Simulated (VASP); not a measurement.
The system is C.

```xyz
8
Lattice="2.5221 0.0000 0.0000 -1.2611 2.1842 0.0000 0.0000 0.0000 8.2371" Properties=species:S:1:pos:R:3 pbc="T T T"
C     1.2611    0.7281    6.9501
C     0.0000    1.4561    2.8315
C     1.2611    0.7281    5.4056
C     0.0000    1.4561    1.2870
C     0.0000    0.0000    7.4649
C     0.0000    0.0000    3.3463
C     0.0000    0.0000    4.8908
C     0.0000    0.0000    0.7722
```

This is a hexagonal form of diamond, not graphite.

Base run:

| Item | Value |
| --- | --- |
| Program | VASP 6.6.1 |
| Functional | SCAN |
| Potentials or basis | VASP PAW PBE potentials, release 64 (C) |
| Cutoff | 520 eV |
| k mesh | 12 × 12 × 4 |
| Occupations | fermi-dirac, width 0.05 eV |
| Spin | no spin polarisation |

Its results: band gap on the k mesh 4.80 eV, indirect (least direct gap 5.69 eV); pressure -3.7 GPa; largest force 0.353 eV/Å.

Question: After a change of settings the same cell gave: band gap on the k mesh 4.43 eV, indirect (least direct gap 5.40 eV); pressure 2.3 GPa; largest force 0.333 eV/Å. Which change was it?
A. functional from SCAN to TPSS
B. functional from SCAN to rSCAN; further incar settings from ALGO = Normal; EDIFF = 1e-07; NBANDS = 26 to ALGO = Normal; EDIFF = 1e-06
C. functional from SCAN to r2SCAN; further incar settings from ALGO = Normal; EDIFF = 1e-07; NBANDS = 26 to ALGO = Normal; EDIFF = 1e-07

Answer: A.

Caveats: the PAW data sets were made with another functional, which shifts forces and pressure a little.

Runs at the PBE level aren't shown here.
